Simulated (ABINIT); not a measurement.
Runs of ABINIT 10.8.3 (patched build) on TiO2. The structure is tetragonal, space group P4_2/mnm (No. 136). The conventional cell has a = 4.600 Å, b = 4.600 Å, c = 2.959 Å, α = 90.00°, β = 90.00°, γ = 90.00°. Around Ti (site symmetry mmm) lie 6 O at 1.95 to 1.98 Å. O (site symmetry m2m) is surrounded by 3 Ti at 1.95 to 1.98 Å. The cell is a database's computed one.

| task | level | cell | k mesh | cutoff (eV) | fine-grid cutoff | gap on the mesh (eV) | pressure (GPa) | largest force (eV/Å) |
| --- | --- | --- | --- | --- | --- | --- | --- | --- |
| single point | PBE | atoms moved at random, drawn with an rms of 0.05 Å | 6 × 6 × 9 | 626 | 1224.51 eV | 1.79 | 4.4 | 0.85 |
| band structure | PBEsol | as given | 6 × 6 × 9 | 626 | 1224.51 eV | 1.82 | -2.2 | 0.05 |
| single point | PBE | as given | 6 × 6 × 9 | 626 | 1224.51 eV | (a) | 4.5 | (b) |
| band structure | r2SCAN | as given | 5 × 5 × 8 | 762 | 1360.57 eV | 2.20 | (c) | 0.04 |

Alike in all rows: potentials or basis JTH PAW PBE v2.0; no spin polarisation; smearing fermi-dirac 0.05 eV.

Question: Estimate the missing entries.

Answer: (a) 1.86; (b) 0.01; (c) 0.1.

Caveats: the atomic spheres overlap; an odd mesh through Γ misses points on the zone boundary, where band edges often lie (some runs); the PAW data sets were made with another functional, which shifts forces and pressure a little (some runs).
